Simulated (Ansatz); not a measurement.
Here is an Ansatz 0.2.0 calculation.

File input:

```
crystal:
  lattice:
    - [1.4973312015, 0.8644845722, 6.9815443949]
    - [-1.4973312015, 0.8644845722, 6.9815443949]
    - [0.0, -1.7289691445, 6.9815443949]
  atoms:
    - { symbol: Ti, position: [0.0, 0.0, 0.0] }
    - { symbol: O, position: [0.379533, 0.379533, 0.379533] }
    - { symbol: O, position: [0.620467, 0.620467, 0.620467] }
hamiltonian:
  xc: hse06
  pseudopotentials: { kind: paw }
kpoints:
  mp_grid: { grid: [6, 6, 6] }
scf:
  occupations: { method: fermi_dirac, width: 0.05 }
output:
  forces: true
  stress: true
  eigenvalues: true
relax:
  f_tol: 0.01
  max_steps: 40
  cell: { stress_tol: 0.05 }
```

(1) What does it give for the relaxed volume?

(2) Estimate the space group after relaxing (to 0.05 Å).

## Answers

(1) 17.70 Å³/atom.

(2) R-3m (No. 166).

Caveat: the pressure holds a Pulay correction of +0.3 GPa for the finite cutoff; the PAW data sets come from PBE, with cores solved anew for the run's functional, which leaves a small shift of forces and pressure.
